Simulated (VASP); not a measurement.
The system is Os.

```
CELL_PARAMETERS angstrom
2.55277 -1.68719 0.00000
2.55277 1.68719 0.00000
0.00000 0.00000 6.88245
ATOMIC_POSITIONS crystal
Os 0.85000 0.15000 0.11700
Os 0.65000 0.35000 0.61700
Os 0.15000 0.85000 0.88300
Os 0.35000 0.65000 0.38300
```

The cell was built by a generator and needn't be a form met in nature.

- Program: VASP 6.6.1
- Task: relaxation of cell and atoms
- Functional: PBEsol
- Potentials or basis: VASP PAW PBE potentials, release 64 (Os)
- Cutoff: 600 eV
- k mesh: 6 × 6 × 4
- Occupations: gaussian, width 0.1 eV
- Spin: no spin polarisation

At the start: pressure 71.3 GPa; volume 14.82 Å³/atom.

Task: Where does the relaxation end?

Result: Over 40 steps the energy falls by 3019.3 meV/atom and the volume is 13.97 Å³/atom (-5.7 %); space group I4/mmm (No. 139, to 0.05 Å).

Step by step:
```csv
step,energy change (eV),largest force (eV/Å),pressure (GPa),volume (Å³)
1,0.0000,15.8553,71.32,59.29
2,-2.7210,0.3354,-13.01,122.17
3,-2.8151,0.5744,-14.30,119.21
4,-2.8807,0.7440,-15.40,116.64
5,-4.5125,0.5140,-22.33,86.76
6,-5.8976,2.1159,-14.27,72.67
7,-5.9605,2.9171,3.83,65.88
8,-6.0424,2.5997,-7.08,69.33
9,-10.6076,0.9403,-28.52,65.39
10,-10.6132,0.9371,-28.42,65.35
11,-2.6956,8.2760,221.82,44.10
12,-11.1238,2.1393,-7.01,60.65
13,-11.1442,2.3293,-2.90,59.93
14,-11.1469,2.4491,-0.26,59.49
15,-11.6854,0.6555,12.33,55.57
16,-11.6978,0.6216,9.89,56.01
17,-11.5065,0.6910,-22.42,60.44
18,-11.7522,0.4664,-1.84,57.37
19,-11.7522,0.4667,-1.57,57.33
20,-11.7862,0.5050,-1.36,57.17
21,-11.8685,0.6542,-0.36,56.68
22,-11.8261,0.6248,4.76,55.63
23,-11.8926,0.7066,0.87,56.34
24,-11.9040,0.6823,0.77,56.31
25,-11.9348,0.5886,0.56,56.23
26,-11.9772,0.3938,0.50,56.07
27,-11.9655,0.4115,2.08,55.75
28,-11.9902,0.3213,0.78,55.96
29,-12.0142,0.2696,0.11,56.02
30,-12.0557,0.2216,-1.61,56.21
31,-12.0159,0.1854,-4.14,56.54
32,-12.0618,0.2102,-2.37,56.30
33,-12.0662,0.2079,0.12,55.96
34,-12.0665,0.2066,0.84,55.87
35,-12.0688,0.1724,0.67,55.87
36,-12.0732,0.0924,0.30,55.89
37,-12.0745,0.0012,-0.12,55.91
38,-12.0749,0.0208,-0.05,55.91
39,-12.0768,0.0079,0.03,55.89
40,-12.0771,0.0043,0.09,55.89
```

Final structure:
```
Os
1.0
     1.91910   -1.91841    0.00000
     1.91910    1.91841    0.00000
     0.00000    0.00000    7.58977
Os
4
Direct
  0.74990 0.25010 0.12497
  0.75010 0.24990 0.62497
  0.25010 0.74990 0.87503
  0.24990 0.75010 0.37503
```

Caveat: the k mesh is coarse (spacing up to 0.37 Å⁻¹), so the values aren't converged; the PAW data sets were made with another functional, which shifts forces and pressure a little.
